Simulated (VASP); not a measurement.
Runs of VASP 6.6.1 on La2O3. Symmetry: P-3m1, No. 164, trigonal system. Conventional cell: a = 3.938 Å, b = 3.938 Å, c = 6.136 Å, α = 90.00°, β = 90.00°, γ = 120.00°. Around La (site symmetry 3m) lie 4 O at 2.37 to 2.46 Å. Around O (site symmetry 3m) lie 4 La at 2.37 to 2.46 Å. O (site symmetry -3m) is surrounded by 6 La at 2.73 Å. The cell was built by a generator and needn't be a form met in nature.

```csv
level,potentials or basis,gap on the mesh (eV),pressure (GPa),largest force (eV/Å)
PBE,"VASP PAW PBE potentials, release 64 (La, O)",3.89,0.5,0.13
LDA,"VASP PAW LDA potentials, release 64 (La, O)",3.76,-7.3,(b)
SCAN,"VASP PAW PBE potentials, release 64 (La, O)",4.31,-1.7,(a)
r2SCAN,"VASP PAW PBE potentials, release 64 (La, O)",4.32,-0.9,0.12
PBEsol,"VASP PAW PBE potentials, release 64 (La, O)",3.83,-4.2,0.23
```

Alike in all rows: task single point; no spin polarisation; cell as given; k mesh 8 × 8 × 5; cutoff (eV) 520; smearing gaussian 0.05 eV.

Q: Estimate the missing entries.

A: (a) 0.19; (b) 0.28.

Caveats: spin-orbit coupling is left out, which moves the levels of the heavy elements; an odd mesh through Γ misses points on the zone boundary, where band edges often lie; the PAW data sets were made with another functional, which shifts forces and pressure a little (some runs).

A k mesh can miss the band edges, and the runs leave out spin-orbit coupling on La.
